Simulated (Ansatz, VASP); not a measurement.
# HfO2 in VASP and in Ansatz

```
CELL_PARAMETERS angstrom
-0.19524 2.38277 2.38277
2.38277 -0.19524 2.38277
2.38277 2.38277 -0.19524
ATOMIC_POSITIONS crystal
Hf 0.00000 0.00000 0.00000
O 0.25000 0.25000 0.25000
O 0.75000 0.75000 0.75000
```

Alike in both runs: task single point; functional PBEsol; k mesh 8 × 8 × 8; occupations gaussian, width 0.05 eV; no spin polarisation.

|  | VASP | Ansatz |
| --- | --- | --- |
| version | VASP 6.6.1 | Ansatz 0.2.0 |
| potentials or method | VASP PAW PBE potentials, release 64 (Hf_pv, O) | scalar-relativistic, plane waves, PAW |
| plane-wave cutoff (eV) | 520 | 520 |
| valence electrons in the cell | 22 | 38 |

|  | VASP | Ansatz | Ansatz less VASP |
| --- | --- | --- | --- |
| gap on the k mesh at the Fermi level (eV) | 4.01 | 3.96 | -0.047 |
| least direct gap on the mesh (eV) | 4.01 | 3.96 | -0.047 |
| pressure (GPa) | 18.5 | 22.5 | +4.03 |
| largest component of the traceless stress (GPa) | 15.46 | 15.62 | +0.153 |
| rms of the force components (eV/Å) | 1.054 | 1.082 | +0.0276 |

Atom by atom the forces differ by 0.028 eV/Å (rms over components). The functional is the same, so the differences come from potentials, cutoffs and numerics. The two sets of potentials don't hold the same shells in valence. Ansatz warned: «pseudo_functional_mismatch».

Caveats: so large a pressure means that the cell lies far from this level's equilibrium, or that cutoff or potentials fall short (VASP); the potentials were made for another functional, which shifts forces and pressure (VASP); spin-orbit coupling is left out, which moves the levels of the heavy elements. A k mesh can miss the band edges.
